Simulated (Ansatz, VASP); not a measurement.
# Pd in VASP and in Ansatz

```xyz
1
Lattice="0.0000 1.9328 1.9328 1.9328 0.0000 1.9328 1.9328 1.9328 0.0000" Properties=species:S:1:pos:R:3 pbc="T T T"
Pd    0.0000    0.0000    0.0000
```

Alike in both runs: functional PBEsol; k mesh 24 × 24 × 24; occupations fermi-dirac, width 0.1 eV; no spin polarisation.

Ansatz relaxed the structure, and its values are those at the end. VASP's run is a single point on that final structure, the one shown.

|  | VASP | Ansatz |
| --- | --- | --- |
| version | VASP 6.6.1 | Ansatz 0.2.0 |
| potentials or method | VASP PAW PBE potentials, release 64 (Pd) | PAW with Ansatz's default frozen-core files, scalar-relativistic |
| plane-wave cutoff (eV) | 520 | 420 |
| valence electrons in the cell | 10 | 18 |

```tsv
	VASP	Ansatz	Ansatz less VASP
pressure (GPa)	1.6	2.0	+0.35
```

The functional is the same, so the differences come from potentials, cutoffs and numerics. The two sets of potentials don't hold the same shells in valence.

Caveats: the PAW data sets were made with another functional, which shifts forces and pressure a little (VASP).
